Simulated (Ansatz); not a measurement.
Set up this calculation in Ansatz 0.2.0, as the native input.

```
Task                : single point
Functional          : PBE
Potentials or basis : Ansatz PAW
Cutoff              : 420 eV (not typed: the program's choice for these potentials)
k mesh              : 8 × 8 × 5
Occupations         : fermi-dirac, width 0.05 eV
Spin                : collinear spin, ferromagnetic start
Starting moments    : [4.0, 4.0, 0.0, 0.0] μB
Fixed moment        : 8 μB
```

Crystal: CoO.

```
Co O
1.0
     3.19765    0.00000    0.00000
    -1.59882    2.76924    0.00000
     0.00000    0.00000    5.22871
Co O
2 2
Cartesian
  0.0000 1.8462 2.6319
  0.0000 0.0000 0.0182
  0.0000 1.8462 4.5571
  0.0000 0.0000 1.9430
```

Measurements of this composition are mostly on another form, of space group No. 225.

The input as run:

input.yaml

```yaml
crystal:
  lattice:
    - [3.1976457435, 0.0, 0.0]
    - [-1.5988228718, 2.7692424462, 0.0]
    - [0.0, 0.0, 5.22870971]
  atoms:
    - { symbol: Co, position: [0.3333333333, 0.6666666667, 0.50336241], spin: 4.0 }
    - { symbol: Co, position: [0.0, 0.0, 0.00347414], spin: 4.0 }
    - { symbol: O, position: [0.3333333333, 0.6666666667, 0.8715556] }
    - { symbol: O, position: [0.0, 0.0, 0.37160885] }
hamiltonian:
  xc: pbe
  pseudopotentials: { kind: paw }
magnetization:
  spin_polarized: true
  initial_magnetization: 8.0
  spin_locking: { lock_magnetization: hard }
kpoints:
  mp_grid: { grid: [8, 8, 5] }
scf:
  occupations: { method: fermi_dirac, width: 0.05 }
  lower_state_search: "off"
output:
  forces: true
  stress: true
  eigenvalues: true
```

Potentials or basis: Ansatz PAW.

Run with:

```bash
$ ansatz run input.yaml --threads 2 --pin off --max-ram 5632MiB --backend cpu --events-out ev --progress --plain --runs-dir out
```

Results of the run:

The pressure is 13.8 GPa and the largest force is 0.182 eV/Å. The net moment is 8.00 μB per cell, the absolute moment is 8.00 μB per cell and the site moments are Co +2.71; O +0.61 μB.

Caveat: the pressure holds a Pulay correction of +0.7 GPa for the finite cutoff; the total moment is fixed, so each spin has its own Fermi level; the thresholds are loose for stress.

Run time: 14 s on 2 threads of Arm Neoverse N1 (shared host), peak memory 0.34 GiB.
